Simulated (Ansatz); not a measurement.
## Molecular dynamics of Na$_{16}$H

The input (input.yaml):

```yaml
crystal:
  lattice:
    - [8.46, 0.0, 0.0]
    - [0.0, 8.46, 0.0]
    - [0.0, 0.0, 8.46]
  atoms:
    - { symbol: Na, position: [0.00029006, -0.00200578, 0.00024164] }
    - { symbol: Na, position: [0.49979711, -0.00197942, 0.00024168] }
    - { symbol: Na, position: [-0.00048107, 0.49638805, 0.00016402] }
    - { symbol: Na, position: [0.01313539, 0.00871244, 0.49997304] }
    - { symbol: Na, position: [0.24998854, 0.24254821, 0.25976309] }
    - { symbol: Na, position: [0.50057739, 0.49636932, 0.00016421] }
    - { symbol: Na, position: [0.48708049, 0.00858999, 0.49997265] }
    - { symbol: Na, position: [0.75008488, 0.2516531, 0.25052127] }
    - { symbol: Na, position: [-0.00119971, 0.50558297, 0.50012129] }
    - { symbol: Na, position: [0.25003577, 0.74336388, 0.24800952] }
    - { symbol: Na, position: [0.24998831, 0.24287596, 0.74088389] }
    - { symbol: Na, position: [0.5011865, 0.50546687, 0.50012165] }
    - { symbol: Na, position: [0.75004858, 0.75424454, 0.2506986] }
    - { symbol: Na, position: [0.75008516, 0.25157926, 0.74974662] }
    - { symbol: Na, position: [0.25003638, 0.7436402, 0.75203061] }
    - { symbol: Na, position: [0.7500489, 0.75429433, 0.7495969] }
    - { symbol: H, position: [0.25004152, 0.12966556, 0.49988814] }
basis:
  ecutwfc: 500.0
kpoints:
  mp_grid: { grid: [2, 2, 2] }
hamiltonian:
  xc: r2scan
  dispersion: d3bj
scf:
  occupations: { method: fermi_dirac, width: 0.1 }
  lower_state_search: "off"
md:
  timestep: 0.5
  n_steps: 110
  ensemble: nve
  temperature: 1800.0
  initial_velocities: maxwell_boltzmann
  seed: 971718
```

Run as:

```bash
$ ansatz run input.yaml --threads 4 --pin off --max-ram 10240MiB --backend cpu --events-out ev --progress --plain --runs-dir out
```

It starts from a relaxed structure.

Output, in part (one step line in 4):

```
md step     0: t =     0.00 fs  T =  1800.0 K  F+E_penalty+E_count = -23834.79592464 eV  E_kin = 3.722688 eV  conserved = -23831.07323667 eV  (10 SCF iters)
md step     4: t =     2.00 fs  T =  1788.8 K  F+E_penalty+E_count = -23834.77278683 eV  E_kin = 3.699561 eV  conserved = -23831.07322553 eV  (8 SCF iters)
md step     8: t =     4.00 fs  T =  1757.3 K  F+E_penalty+E_count = -23834.70756437 eV  E_kin = 3.634425 eV  conserved = -23831.07313895 eV  (4 SCF iters)
md step    12: t =     6.00 fs  T =  1715.5 K  F+E_penalty+E_count = -23834.62094927 eV  E_kin = 3.547959 eV  conserved = -23831.07298996 eV  (4 SCF iters)
md step    16: t =     8.00 fs  T =  1679.3 K  F+E_penalty+E_count = -23834.54604082 eV  E_kin = 3.473156 eV  conserved = -23831.07288467 eV  (4 SCF iters)
md step    20: t =    10.00 fs  T =  1659.1 K  F+E_penalty+E_count = -23834.50413023 eV  E_kin = 3.431196 eV  conserved = -23831.07293386 eV  (8 SCF iters)
md step    24: t =    12.00 fs  T =  1649.6 K  F+E_penalty+E_count = -23834.48461497 eV  E_kin = 3.411558 eV  conserved = -23831.07305711 eV  (3 SCF iters)
md step    28: t =    14.00 fs  T =  1637.8 K  F+E_penalty+E_count = -23834.46041508 eV  E_kin = 3.387290 eV  conserved = -23831.07312518 eV  (4 SCF iters)
md step    32: t =    16.00 fs  T =  1615.4 K  F+E_penalty+E_count = -23834.41414355 eV  E_kin = 3.341003 eV  conserved = -23831.07314011 eV  (4 SCF iters)
md step    36: t =    18.00 fs  T =  1580.4 K  F+E_penalty+E_count = -23834.34173737 eV  E_kin = 3.268590 eV  conserved = -23831.07314733 eV  (4 SCF iters)
md step    40: t =    20.00 fs  T =  1531.6 K  F+E_penalty+E_count = -23834.24085074 eV  E_kin = 3.167657 eV  conserved = -23831.07319338 eV  (8 SCF iters)
md step    44: t =    22.00 fs  T =  1465.6 K  F+E_penalty+E_count = -23834.10436788 eV  E_kin = 3.031131 eV  conserved = -23831.07323681 eV  (4 SCF iters)
md step    48: t =    24.00 fs  T =  1380.6 K  F+E_penalty+E_count = -23833.92842254 eV  E_kin = 2.855234 eV  conserved = -23831.07318879 eV  (4 SCF iters)
md step    52: t =    26.00 fs  T =  1285.8 K  F+E_penalty+E_count = -23833.73224770 eV  E_kin = 2.659256 eV  conserved = -23831.07299178 eV  (3 SCF iters)
md step    56: t =    28.00 fs  T =  1205.5 K  F+E_penalty+E_count = -23833.56590526 eV  E_kin = 2.493103 eV  conserved = -23831.07280270 eV  (3 SCF iters)
md step    60: t =    30.00 fs  T =  1160.1 K  F+E_penalty+E_count = -23833.47215616 eV  E_kin = 2.399286 eV  conserved = -23831.07287056 eV  (8 SCF iters)
md step    64: t =    32.00 fs  T =  1142.7 K  F+E_penalty+E_count = -23833.43640027 eV  E_kin = 2.363300 eV  conserved = -23831.07309998 eV  (3 SCF iters)
md step    68: t =    34.00 fs  T =  1127.7 K  F+E_penalty+E_count = -23833.40552252 eV  E_kin = 2.332295 eV  conserved = -23831.07322774 eV  (4 SCF iters)
md step    72: t =    36.00 fs  T =  1097.7 K  F+E_penalty+E_count = -23833.34341944 eV  E_kin = 2.270204 eV  conserved = -23831.07321496 eV  (3 SCF iters)
md step    76: t =    38.00 fs  T =  1050.7 K  F+E_penalty+E_count = -23833.24615305 eV  E_kin = 2.173005 eV  conserved = -23831.07314819 eV  (4 SCF iters)
md step    80: t =    40.00 fs  T =   992.0 K  F+E_penalty+E_count = -23833.12474802 eV  E_kin = 2.051645 eV  conserved = -23831.07310339 eV  (8 SCF iters)
md step    84: t =    42.00 fs  T =   926.4 K  F+E_penalty+E_count = -23832.98894514 eV  E_kin = 1.915853 eV  conserved = -23831.07309211 eV  (3 SCF iters)
md step    88: t =    44.00 fs  T =   855.3 K  F+E_penalty+E_count = -23832.84196339 eV  E_kin = 1.768869 eV  conserved = -23831.07309466 eV  (4 SCF iters)
md step    92: t =    46.00 fs  T =   780.2 K  F+E_penalty+E_count = -23832.68667398 eV  E_kin = 1.613631 eV  conserved = -23831.07304286 eV  (4 SCF iters)
md step    96: t =    48.00 fs  T =   708.9 K  F+E_penalty+E_count = -23832.53896300 eV  E_kin = 1.466052 eV  conserved = -23831.07291052 eV  (3 SCF iters)
md step   100: t =    50.00 fs  T =   656.6 K  F+E_penalty+E_count = -23832.43077455 eV  E_kin = 1.357971 eV  conserved = -23831.07280384 eV  (7 SCF iters)
md step   104: t =    52.00 fs  T =   634.9 K  F+E_penalty+E_count = -23832.38585185 eV  E_kin = 1.312992 eV  conserved = -23831.07285999 eV  (3 SCF iters)
md step   108: t =    54.00 fs  T =   638.2 K  F+E_penalty+E_count = -23832.39282492 eV  E_kin = 1.319810 eV  conserved = -23831.07301494 eV  (3 SCF iters)
md step   110: t =    55.00 fs  T =   643.9 K  F+E_penalty+E_count = -23832.40485580 eV  E_kin = 1.331775 eV  conserved = -23831.07308116 eV  (7 SCF iters)
```

The run went to its last step. The conserved energy stayed within 0.027 meV per atom of its start (net change 0.0092 meV per atom), so the integration is sound. Over the second half the temperature averaged 0.51 of the 1800 K drawn at the start: a run that starts near a minimum puts about half its kinetic energy into the potential. A run of 0.055 ps of so small a system gives no equilibrium averages. Limits of this set-up: coarse k mesh, odd electron count without spin.

Mean squared displacements from the first frame to the last, about the centre of mass: Na 0.34 Å², H 9.60 Å².

Last frame:

```xyz
17
Lattice="8.4600 0.0000 0.0000 0.0000 8.4600 0.0000 0.0000 0.0000 8.4600" Properties=species:S:1:pos:R:3
Na 0.252 -0.306 0.032
Na 4.612 -0.507 0.388
Na -0.004 4.610 -0.696
Na -0.124 -0.221 4.023
Na 2.106 2.416 1.919
Na 4.257 4.209 0.042
Na 4.087 0.234 3.680
Na 6.751 2.552 2.477
Na -0.163 3.855 4.438
Na 1.979 5.738 1.468
Na 1.990 1.732 6.453
Na 3.864 4.971 4.354
Na 6.114 6.889 2.576
Na 6.351 2.142 6.133
Na 2.247 6.458 6.646
Na 6.478 5.884 6.785
H 1.381 3.731 5.686
```

Run time: 15 min on 4 threads of Intel(R) Xeon(R) Platinum 8488C (Sapphire Rapids) (shared host), peak memory 2.8 GiB.
